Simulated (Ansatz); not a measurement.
Crystal: InSe.

```
In Se
1.0
     2.00000    1.15470    8.44000
    -2.00000    1.15470    8.44000
     0.00000   -2.30940    8.44000
In Se
2 2
Cartesian
  0.0000 0.0000 22.4994
  0.0000 0.0000 0.0000
  0.0000 0.0000 4.3525
  0.0000 0.0000 9.7102
```

Base run:

| Quantity | Value |
| --- | --- |
| Program | Ansatz 0.2.0 |
| Functional | PBEsol |
| Potentials or basis | all-electron LAPW, scalar-relativistic |
| Cutoff | 251 eV (chosen from the basis error) |
| Basis error allowed | 0.002 eV/atom |
| k mesh | 8 × 8 × 8 |
| Occupations | fermi-dirac, width 0.05 eV |
| Spin | no spin polarisation |

Its results: band gap on the k mesh 0.35 eV, direct; pressure 0.2 GPa; largest force 0.300 eV/Å.

The run is repeated on the same cell with these changes: functional from PBEsol to LDA. What comes out?

Band gap on the k mesh 0.22 eV, direct; pressure -1.5 GPa; largest force 0.237 eV/Å.

LDA binds more tightly than PBEsol, so the same cell stands under less pressure.

Caveats: spin-orbit coupling is left out, which moves the levels of the heavy elements.

A k mesh can miss the band edges.
